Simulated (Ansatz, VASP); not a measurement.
ZnS: VASP beside Ansatz

The input INCAR:

```
SYSTEM = ZnS
ALGO = Normal
EDIFF = 1E-6
ENCUT = 520
GGA = PE
ISIF = 2
ISMEAR = -1
LASPH = .True.
LCHARG = .False.
LREAL = .False.
LWAVE = .False.
NBANDS = 16
NELM = 60
PREC = Accurate
SIGMA = 0.05
```

The input KPOINTS:

```
k-points
0
Gamma
  9 9 9
  0 0 0
```

The input POSCAR:

```
ZnS
1.0
    0.0000000000      2.6838652254      2.6838652254
    2.6838652254      0.0000000000      2.6838652254
    2.6838652254      2.6838652254      0.0000000000
Zn S
1 1
Direct
    0.7500000000      0.7500000000      0.7500000000
    0.0000000000      0.0000000000      0.0000000000
```

input.yaml

```yaml
crystal:
  lattice:
    - [0.0, 2.6838652254, 2.6838652254]
    - [2.6838652254, 0.0, 2.6838652254]
    - [2.6838652254, 2.6838652254, 0.0]
  atoms:
    - { symbol: Zn, position: [0.75, 0.75, 0.75] }
    - { symbol: S, position: [0.0, 0.0, 0.0] }
hamiltonian:
  xc: pbe
  pseudopotentials: { kind: paw, azcp: { folder: soft_1 } }
kpoints:
  mp_grid: { grid: [9, 9, 9] }
scf:
  occupations: { method: fermi_dirac, width: 0.05 }
output:
  forces: true
  stress: true
  eigenvalues: true
```

Alike in both runs: task single point; functional PBE; k mesh 9 × 9 × 9; occupations fermi-dirac, width 0.05 eV; no spin polarisation.

|  | VASP | Ansatz |
| --- | --- | --- |
| version | VASP 6.6.1 | Ansatz 0.2.0 |
| potentials or method | VASP PAW PBE potentials, release 64 (Zn, S) | Ansatz PAW soft_1 |
| plane-wave cutoff (eV) | 520 | 420 |
| valence electrons in the cell | 18 | 18 |

```tsv
	VASP	Ansatz	Ansatz less VASP
gap on the k mesh at the Fermi level (eV)	2.20	2.19	-0.010
least direct gap on the mesh (eV)	2.20	2.19	-0.010
pressure (GPa)	3.4	3.2	-0.17
```

Caveats: odd divisions of the mesh miss points on the zone boundary, where band edges often lie, so the gap on the mesh can be too wide (Ansatz). PBE gaps usually lie below the measured ones, often by a third to a half.
